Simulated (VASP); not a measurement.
**Y: single point with PBE**

Y:

```
CELL_PARAMETERS angstrom
-2.02013 2.02013 2.02013
2.02013 -2.02013 2.02013
2.02013 2.02013 -2.02013
ATOMIC_POSITIONS crystal
Y 0.00000 0.00000 0.00000
```

The cell was built by a generator and needn't be a form met in nature.

```
Program                : VASP 6.6.1
Task                   : single point
Functional             : PBE
Potentials or basis    : VASP PAW PBE potentials, release 64 (Y_sv)
Cutoff                 : 520 eV
k mesh                 : 14 × 14 × 14
Occupations            : gaussian, width 0.1 eV
Spin                   : no spin polarisation
Dipole correction      : no
Further INCAR settings : ALGO = Normal; EDIFF = 1e-07; NBANDS = 12
```

* Pressure: -0.1 GPa
* Band gap on the k mesh: none (metal or under the smearing width)

Levels at points of the mesh, in eV from the Fermi level:
| k point | band 2 | band 3 | band 4 | band 5 | band 6 | band 7 | band 8 | band 9 |
| --- | --- | --- | --- | --- | --- | --- | --- | --- |
| (0.00, 0.00, 0.00) | -22.58 | -22.58 | -22.58 | -4.81 | 1.65 | 1.65 | 1.65 | 3.56 |
| (0.50, 0.00, 0.00) | -23.12 | -22.75 | -22.58 | -1.99 | 0.18 | 0.73 | 3.49 | 4.13 |
| (0.50, 0.50, 0.50) | -22.95 | -22.95 | -22.95 | -1.45 | -1.45 | 5.24 | 5.24 | 5.24 |

Run time: 31 s on 1 thread of AMD EPYC 9R14 (Zen 4) (shared host), peak memory 0.17 GiB.
